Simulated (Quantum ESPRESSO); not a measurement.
# Al (Fm-3m) in Quantum ESPRESSO: further runs, part 2 of 2

Quantum ESPRESSO 7.5. Earlier steps stand in the parts before.

**3. Wannier functions, LDA**

Input file pw.in:

```
&CONTROL
  calculation = 'scf'
  prefix = 'pwscf'
  outdir = './tmp'
  pseudo_dir = './pseudo'
  tprnfor = .true.
  tstress = .true.
  disk_io = 'low'
/
&SYSTEM
  ibrav = 0
  nat = 1
  ntyp = 1
  ecutwfc = 44
  nbnd = 6
  occupations = 'smearing'
  smearing = 'fd'
  degauss = 0.00367493
/
&ELECTRONS
  conv_thr = 2d-10
  electron_maxstep = 120
  mixing_beta = 0.5
/
ATOMIC_SPECIES
Al    26.9815 Al.upf
CELL_PARAMETERS angstrom
   0.0000000000    2.0248050000    2.0248050000
   2.0248050000    0.0000000000    2.0248050000
   2.0248050000    2.0248050000    0.0000000000
ATOMIC_POSITIONS crystal
Al     0.0000000000    0.0000000000    0.0000000000
K_POINTS automatic
8 8 8 0 0 0
```

Input file nscf.in:

```
&CONTROL
  calculation = 'nscf'
  prefix = 'pwscf'
  outdir = './tmp'
  pseudo_dir = './pseudo'
  disk_io = 'low'
/
&SYSTEM
  ibrav = 0
  nat = 1
  ntyp = 1
  ecutwfc = 44
  nbnd = 11
  occupations = 'smearing'
  smearing = 'fd'
  degauss = 0.00367493
  nosym = .true.
  noinv = .true.
/
&ELECTRONS
  conv_thr = 1d-09
  electron_maxstep = 120
  mixing_beta = 0.5
  diago_full_acc = .true.
  startingwfc = 'random'
/
ATOMIC_SPECIES
Al    26.9815 Al.upf
CELL_PARAMETERS angstrom
   0.0000000000    2.0248050000    2.0248050000
   2.0248050000    0.0000000000    2.0248050000
   2.0248050000    2.0248050000    0.0000000000
ATOMIC_POSITIONS crystal
Al     0.0000000000    0.0000000000    0.0000000000
K_POINTS crystal
343
  0.00000000   0.00000000   0.00000000 2.91545190e-03
  0.00000000   0.00000000   0.14285714 2.91545190e-03
  0.00000000   0.00000000   0.28571429 2.91545190e-03
  0.00000000   0.00000000   0.42857143 2.91545190e-03
  0.00000000   0.00000000   0.57142857 2.91545190e-03
  0.00000000   0.00000000   0.71428571 2.91545190e-03
[... 335 lines left out ...]
  0.85714286   0.85714286   0.71428571 2.91545190e-03
  0.85714286   0.85714286   0.85714286 2.91545190e-03
```

Input file pw2wan.in:

```
&INPUTPP
  prefix = 'pwscf'
  outdir = './tmp'
  seedname = 'w'
  write_mmn = .true.
  write_amn = .true.
/
```

Input file bands.in:

```
&CONTROL
  calculation = 'bands'
  prefix = 'pwscf'
  outdir = './tmp'
  pseudo_dir = './pseudo'
  disk_io = 'low'
/
&SYSTEM
  ibrav = 0
  nat = 1
  ntyp = 1
  ecutwfc = 44
  nbnd = 11
  occupations = 'smearing'
  smearing = 'fd'
  degauss = 0.00367493
/
&ELECTRONS
  conv_thr = 1d-08
  electron_maxstep = 120
  mixing_beta = 0.5
  diago_full_acc = .true.
  startingwfc = 'random'
/
ATOMIC_SPECIES
Al    26.9815 Al.upf
CELL_PARAMETERS angstrom
   0.0000000000    2.0248050000    2.0248050000
   2.0248050000    0.0000000000    2.0248050000
   2.0248050000    2.0248050000    0.0000000000
ATOMIC_POSITIONS crystal
Al     0.0000000000    0.0000000000    0.0000000000
K_POINTS crystal
61
  0.00000000   0.00000000   0.00000000 1
  0.05555600   0.00000000   0.05555600 1
  0.11111100   0.00000000   0.11111100 1
  0.16666700   0.00000000   0.16666700 1
  0.22222200   0.00000000   0.22222200 1
  0.27777800   0.00000000   0.27777800 1
[... 53 lines left out ...]
  0.54166700   0.08333300   0.54166700 1
  0.50000000   0.00000000   0.50000000 1
```

Input file w.win:

```
num_wann = 4
num_bands = 11
guiding_centres = true
dis_froz_max = 8.7
dis_num_iter = 600
dis_mix_ratio = 0.5
dis_conv_tol = 1.0d-9
num_iter = 1200
search_shells = 100
kmesh_tol = 1.0d-4
conv_tol = 1.0d-8
conv_window = 4
num_print_cycles = 200
fermi_energy = 7.6982
bands_plot = true
write_hr = true
mp_grid = 7 7 7
begin projections
Al: s;p
end projections
begin unit_cell_cart
ang
  0.0000000000   2.0248050000   2.0248050000
  2.0248050000   0.0000000000   2.0248050000
  2.0248050000   2.0248050000   0.0000000000
end unit_cell_cart
begin atoms_frac
Al   0.0000000000   0.0000000000   0.0000000000
end atoms_frac
begin kpoint_path
G   0.0000000000   0.0000000000   0.0000000000  X   0.5000000000   0.0000000000   0.5000000000
X   0.5000000000   0.0000000000   0.5000000000  W   0.5000000000   0.2500000000   0.7500000000
W   0.5000000000   0.2500000000   0.7500000000  K   0.3750000000   0.3750000000   0.7500000000
K   0.3750000000   0.3750000000   0.7500000000  G   0.0000000000   0.0000000000   0.0000000000
G   0.0000000000   0.0000000000   0.0000000000  L   0.5000000000   0.5000000000   0.5000000000
L   0.5000000000   0.5000000000   0.5000000000  U   0.6250000000   0.2500000000   0.6250000000
U   0.6250000000   0.2500000000   0.6250000000  W   0.5000000000   0.2500000000   0.7500000000
W   0.5000000000   0.2500000000   0.7500000000  L   0.5000000000   0.5000000000   0.5000000000
L   0.5000000000   0.5000000000   0.5000000000  K   0.3750000000   0.3750000000   0.7500000000
U   0.6250000000   0.2500000000   0.6250000000  X   0.5000000000   0.0000000000   0.5000000000
end kpoint_path
bands_num_points = 9
begin kpoints
  0.00000000   0.00000000   0.00000000
  0.00000000   0.00000000   0.14285714
  0.00000000   0.00000000   0.28571429
  0.00000000   0.00000000   0.42857143
  0.00000000   0.00000000   0.57142857
  0.00000000   0.00000000   0.71428571
[... 335 lines left out ...]
  0.85714286   0.85714286   0.71428571
  0.85714286   0.85714286   0.85714286
end kpoints
```

Potentials or basis: PseudoDojo 0.4.1 SR LDA standard.

Launch:

```
> OMP_NUM_THREADS=1 pw.x -in pw.in > pw.out
> OMP_NUM_THREADS=1 pw.x -in nscf.in > nscf.out
> wannier90.x -pp w
> OMP_NUM_THREADS=1 pw2wannier90.x -in pw2wan.in > pw2wan.out
> wannier90.x w
> OMP_NUM_THREADS=1 pw.x -in bands.in > bands.out
```

pw.out:

```text
This program is part of the open-source Quantum ESPRESSO suite
     for quantum simulation of materials; please cite
[... 9 lines left out ...]
     --------------------
     sticks:   dense  smooth     PW     G-vecs:    dense   smooth      PW
     Sum         361     361    121                 4477     4477     869

     Using Slab Decomposition

     bravais-lattice index     =            0
     lattice parameter (alat)  =       5.4112  a.u.
     unit-cell volume          =     112.0408 (a.u.)^3
     number of atoms/cell      =            1
     number of atomic types    =            1
     number of electrons       =         3.00
     number of Kohn-Sham states=            6
     kinetic-energy cutoff     =      44.0000  Ry
     charge density cutoff     =     176.0000  Ry
     scf convergence threshold =      2.0E-10
     mixing beta               =       0.5000
     number of iterations used =            8  plain     mixing
     Exchange-correlation= SLA  PW   NOGX NOGC
                           (   1   4   0   0   0   0   0)

     celldm(1)=   5.411243  celldm(2)=   0.000000  celldm(3)=   0.000000
     celldm(4)=   0.000000  celldm(5)=   0.000000  celldm(6)=   0.000000

     crystal axes: (cart. coord. in units of alat)
               a(1) = (   0.000000   0.707107   0.707107 )
               a(2) = (   0.707107   0.000000   0.707107 )
               a(3) = (   0.707107   0.707107   0.000000 )

     reciprocal axes: (cart. coord. in units 2 pi/alat)
               b(1) = ( -0.707107  0.707107  0.707107 )
               b(2) = (  0.707107 -0.707107  0.707107 )
               b(3) = (  0.707107  0.707107 -0.707107 )

     PseudoPot. # 1 for Al read from file:
     Al.upf
     Pseudo is Norm-conserving + core correction, Zval =  3.0
     Generated using ONCVPSP code by D. R. Hamann
     Using radial grid of 1854 points,  6 beta functions with:
                l(1) =   0
                l(2) =   0
                l(3) =   1
                l(4) =   1
                l(5) =   2
                l(6) =   2

     atomic species   valence    mass     pseudopotential
     Al                3.00    26.98150     Al( 1.00)

     48 Sym. Ops., with inversion, found

   Cartesian axes

     site n.     atom                  positions (alat units)
         1        Al     tau(   1) = (   0.0000000   0.0000000   0.0000000  )

     number of k points=    29  Fermi-Dirac smearing, width (Ry)=  0.0037
                       cart. coord. in units 2pi/alat
        k(    1) = (   0.0000000   0.0000000   0.0000000), wk =   0.0039062
        k(    2) = (   0.0883883   0.0883883  -0.0883883), wk =   0.0312500
        k(    3) = (   0.1767767   0.1767767  -0.1767767), wk =   0.0312500
        k(    4) = (   0.2651650   0.2651650  -0.2651650), wk =   0.0312500
        k(    5) = (  -0.3535534  -0.3535534   0.3535534), wk =   0.0156250
        k(    6) = (   0.1767767   0.0000000   0.0000000), wk =   0.0234375
[... 21 lines left out ...]
        k(   28) = (  -0.7071068   0.1767767  -0.0000000), wk =   0.0468750
        k(   29) = (  -0.7071068   0.3535534   0.0000000), wk =   0.0234375

     Dense  grid:     4477 G-vectors     FFT dimensions: (  24,  24,  24)

     Initial potential from superposition of free atoms

     starting charge       2.9978, renormalised to       3.0000
     Starting wfcs are    4 randomized atomic wfcs +    2 random wfcs

     Self-consistent Calculation

     iteration #  1     ecut=    44.00 Ry     beta= 0.50
     Davidson diagonalization with overlap
     ethr =  1.00E-02,  avg # of iterations =  5.9

     Threshold (ethr) on eigenvalues was too large:
     Diagonalizing with lowered threshold

     Davidson diagonalization with overlap
     ethr =  1.86E-04,  avg # of iterations =  3.6

     total energy              =      -4.72558600 Ry
     estimated scf accuracy    <       0.00552536 Ry

     iteration #  2     ecut=    44.00 Ry     beta= 0.50
     Davidson diagonalization with overlap
     ethr =  1.84E-04,  avg # of iterations =  1.0

     total energy              =      -4.72521297 Ry
     estimated scf accuracy    <       0.00120827 Ry

     iteration #  3     ecut=    44.00 Ry     beta= 0.50
     Davidson diagonalization with overlap
     ethr =  4.03E-05,  avg # of iterations =  2.4

     total energy              =      -4.72525039 Ry
     estimated scf accuracy    <       0.00000192 Ry

     iteration #  4     ecut=    44.00 Ry     beta= 0.50
     Davidson diagonalization with overlap
     ethr =  6.39E-08,  avg # of iterations =  4.2

     total energy              =      -4.72525262 Ry
     estimated scf accuracy    <       0.00000002 Ry

     iteration #  5     ecut=    44.00 Ry     beta= 0.50
     Davidson diagonalization with overlap
     ethr =  6.31E-10,  avg # of iterations =  2.4

     total energy              =      -4.72525264 Ry
     estimated scf accuracy    <          1.4E-09 Ry

     iteration #  6     ecut=    44.00 Ry     beta= 0.50
     Davidson diagonalization with overlap
     ethr =  4.73E-11,  avg # of iterations =  1.5

     End of self-consistent calculation

          k = 0.0000 0.0000 0.0000 (   537 PWs)   bands (ev):

    -3.4111  20.1949  20.1949  21.4192  21.4192  21.4192

          k = 0.0884 0.0884-0.0884 (   540 PWs)   bands (ev):

    -2.9896  15.8942  19.1845  19.1845  22.2068  22.9876

          k = 0.1768 0.1768-0.1768 (   561 PWs)   bands (ev):

    -1.7326  11.0626  18.4091  18.4091  21.9023  22.1985

          k = 0.2652 0.2652-0.2652 (   550 PWs)   bands (ev):

     0.3388   6.7881  18.3109  18.3109  20.2542  20.2542

          k =-0.3536-0.3536 0.3536 (   568 PWs)   bands (ev):

     3.1265   3.2605  18.7945  18.7945  19.0684  19.0684

          k = 0.1768 0.0000 0.0000 (   548 PWs)   bands (ev):

    -2.8494  17.4320  17.4320  17.8092  20.2993  22.1791

          k = 0.2652 0.0884-0.0884 (   554 PWs)   bands (ev):

    -1.8717  12.9131  16.3736  17.9407  19.1017  21.5958

          k = 0.3536 0.1768-0.1768 (   543 PWs)   bands (ev):

    -0.0734   8.4780  16.0270  16.7833  17.7461  23.6711

          k =-0.2652-0.4419 0.4419 (   556 PWs)   bands (ev):

     2.5145   4.6681  15.1615  16.3941  18.1879  22.1839

          k =-0.1768-0.3536 0.3536 (   556 PWs)   bands (ev):

     1.5674   5.8575  14.2842  17.4728  19.3625  21.3596

          k =-0.0884-0.2652 0.2652 (   553 PWs)   bands (ev):

    -0.7624   9.8722  14.1809  19.2315  21.2302  21.2351

          k = 0.0000-0.1768 0.1768 (   559 PWs)   bands (ev):

    -2.2899  14.0675  15.2307  21.2826  21.3626  22.8749

          k = 0.3536 0.0000 0.0000 (   560 PWs)   bands (ev):

    -1.1775  15.0586  15.0586  15.1659  15.8359  18.4450

          k = 0.4419 0.0884-0.0884 (   553 PWs)   bands (ev):

     0.3375  10.8576  13.1814  14.4650  15.9745  19.8794

          k =-0.1768-0.5303 0.5303 (   554 PWs)   bands (ev):

     2.6435   6.9016  11.2648  14.5899  16.3068  23.5193

          k =-0.0884-0.4419 0.4419 (   547 PWs)   bands (ev):

     3.5883   5.6880  10.1443  15.4325  17.2884  25.0744

          k = 0.0000-0.3536 0.3536 (   548 PWs)   bands (ev):

     1.0223   8.9041  10.3387  16.9907  18.9885  24.5008

          k = 0.5303-0.0000 0.0000 (   556 PWs)   bands (ev):

     1.5609  10.2133  13.5189  13.6278  13.6278  17.0330

          k =-0.0884-0.6187 0.6187 (   554 PWs)   bands (ev):

     3.5547   8.0166   9.8428  13.5103  14.9220  18.9523

          k = 0.0000-0.5303 0.5303 (   548 PWs)   bands (ev):

     5.8011   6.3273   7.1931  14.1112  15.7883  23.1131

          k =-0.7071 0.0000 0.0000 (   556 PWs)   bands (ev):

     4.7695   6.0336  12.9650  13.1512  13.1512  16.5298

          k = 0.3536 0.1768 0.0000 (   549 PWs)   bands (ev):

    -0.6244  11.4935  12.8236  16.3221  19.7064  21.3358

          k =-0.2652-0.4419 0.6187 (   554 PWs)   bands (ev):

     1.4301   7.7881  12.1771  14.2006  20.2849  22.3360

          k =-0.1768-0.3536 0.5303 (   552 PWs)   bands (ev):

     4.1662   4.3492  12.6200  12.9696  20.7681  21.2576

          k =-0.1768-0.5303 0.7071 (   553 PWs)   bands (ev):

     2.1032   9.9418  10.6551  11.4183  18.2259  20.1039

          k =-0.0884-0.4419 0.6187 (   550 PWs)   bands (ev):

     4.6174   6.7339   9.0860  11.1995  19.3677  23.3971

          k = 0.0000-0.3536 0.5303 (   548 PWs)   bands (ev):

     3.7178   7.3517   8.7567  12.3054  20.5560  23.8068

          k =-0.7071 0.1768-0.0000 (   552 PWs)   bands (ev):

     5.2851   6.5768   9.4240  10.8379  17.7209  19.6557

          k =-0.7071 0.3536 0.0000 (   560 PWs)   bands (ev):

     6.8346   6.8346   7.8770   8.5976  23.3386  23.7062

     the Fermi energy is     7.6982 ev

!    total energy              =      -4.72525264 Ry
     estimated scf accuracy    <          1.8E-11 Ry
     smearing contrib. (-TS)   =      -0.00029948 Ry
     internal energy E=F+TS    =      -4.72495316 Ry

     The total energy is F=E-TS. E is the sum of the following terms:
     one-electron contribution =       2.88079235 Ry
     hartree contribution      =       0.00745834 Ry
     xc contribution           =      -2.22111892 Ry
     ewald contribution        =      -5.39208493 Ry

     convergence has been achieved in   6 iterations

     Forces acting on atoms (cartesian axes, Ry/au):

     atom    1 type  1   force =     0.00000000    0.00000000    0.00000000

     Total force =     0.000000     Total SCF correction =     0.000000

     Computing stress (Cartesian axis) and pressure

          total   stress  (Ry/bohr**3)                   (kbar)     P=      -39.67
  -0.00026968   0.00000000   0.00000000          -39.67        0.00        0.00
   0.00000000  -0.00026968  -0.00000000            0.00      -39.67       -0.00
  -0.00000000   0.00000000  -0.00026968           -0.00        0.00      -39.67

=------------------------------------------------------------------------------=
   JOB DONE.
=------------------------------------------------------------------------------=
```

It took 24 s on 1 thread of Intel Xeon 6975P-C (Granite Rapids), shared host; peak memory 0.09 GiB.

Results:

| Quantity | Value |
| --- | --- |
| Free energy | -64.2903 eV |
| Pressure | -4.0 GPa |
| Band gap on the k mesh | none (metal or under the smearing width) |
| Total Wannier spread | 7.75 Å² over 4 functions |
| RMS miss of the Wannier bands | 0.153 eV |

Levels at the corners of the path, in eV from the Fermi level:
| point | band 1 | band 2 | band 3 | band 4 | band 5 | band 6 |
| --- | --- | --- | --- | --- | --- | --- |
| Γ | -11.11 | 12.50 | 12.50 | 12.50 | 13.72 | 13.72 |
| X | -2.93 | -1.66 | 5.27 | 5.45 | 5.45 | 8.83 |
| W | -0.86 | -0.86 | 0.18 | 0.90 | 15.64 | 15.64 |
| K | -1.90 | -1.37 | -0.51 | 6.41 | 8.09 | 15.41 |
| Γ | -11.11 | 12.50 | 12.50 | 12.50 | 13.72 | 13.72 |
| L | -4.57 | -4.44 | 11.10 | 11.10 | 11.37 | 11.37 |
| U | -1.90 | -1.37 | -0.51 | 6.41 | 8.09 | 15.41 |
| W | -0.86 | -0.86 | 0.18 | 0.90 | 15.64 | 15.64 |
| L | -4.57 | -4.44 | 11.10 | 11.10 | 11.37 | 11.37 |
| K | -1.90 | -1.37 | -0.51 | 6.41 | 8.09 | 15.41 |
| U | -1.90 | -1.37 | -0.51 | 6.41 | 8.09 | 15.41 |
| X | -2.93 | -1.66 | 5.27 | 5.45 | 5.45 | 8.83 |

Wannier functions:
```tsv
function	nearest atom	distance (Å)	spread (Å²)	on-site energy from the reference level (eV)
1	1 Al	0.00	1.99	-3.08
2	1 Al	0.00	1.92	4.42
3	1 Al	0.00	1.92	4.42
4	1 Al	0.00	1.92	4.42
```

Parts of the spread (Å²): invariant 4.67, diagonal 0.000, off-diagonal 3.08, total 7.75. Against the direct bands the interpolation misses by 153 meV (root mean square) and 935 meV at most, for states up to 1 eV over the reference level.

Caveat: the k mesh is coarse.
